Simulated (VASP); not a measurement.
The system is HfS2.

```
Hf S
1.0
     3.63966    0.00000    0.00000
    -1.81983    3.15204    0.00000
     0.00000    0.00000    6.05556
Hf S
1 2
Direct
  0.00000 0.00000 0.00000
  0.66667 0.33333 0.76395
  0.33333 0.66667 0.23605
```

The cell is a database's computed one.

| Quantity | Value |
| --- | --- |
| Program | VASP 6.6.1 |
| Task | relaxation of cell and atoms |
| Functional | LDA |
| Potentials or basis | VASP PAW LDA potentials, release 64 (Hf_pv, S) |
| Cutoff | 600 eV |
| k mesh | 9 × 9 × 5 |
| Occupations | gaussian, width 0.03 eV |
| Spin | no spin polarisation |

At the start: pressure -4.2 GPa; volume 23.16 Å³/atom.

Q: How do energy, volume and symmetry change on relaxing?

A: Over 13 steps the energy falls by 23.6 meV/atom and the volume is 20.72 Å³/atom (-10.5 %); space group P-3m1 (No. 164, to 0.05 Å).

The path:
```tsv
step	energy change (eV)	largest force (eV/Å)	pressure (GPa)	volume (Å³)
1	0.0000	0.2504	-4.22	69.47
2	0.0296	1.0641	6.29	63.52
3	-0.0393	0.2766	-0.15	66.82
4	-0.0393	0.2877	-0.07	66.77
5	-0.0459	0.1945	-0.09	66.36
6	-0.0489	0.0691	-0.13	65.83
7	-0.0527	0.0613	-0.16	65.44
8	-0.0625	0.0387	-0.22	64.27
9	-0.0706	0.0157	-0.06	61.92
10	-0.0708	0.0004	-0.11	62.35
11	-0.0709	0.0042	-0.09	62.22
12	-0.0704	0.0595	0.53	61.86
13	-0.0709	0.0056	0.01	62.17
```

Final structure:
```
Hf S
1.0
     3.55573    0.00000    0.00000
    -1.77786    3.07935    0.00000
     0.00000    0.00000    5.67776
Hf S
1 2
Direct
  0.00000 0.00000 0.00000
  0.66667 0.33333 0.74587
  0.33333 0.66667 0.25412
```
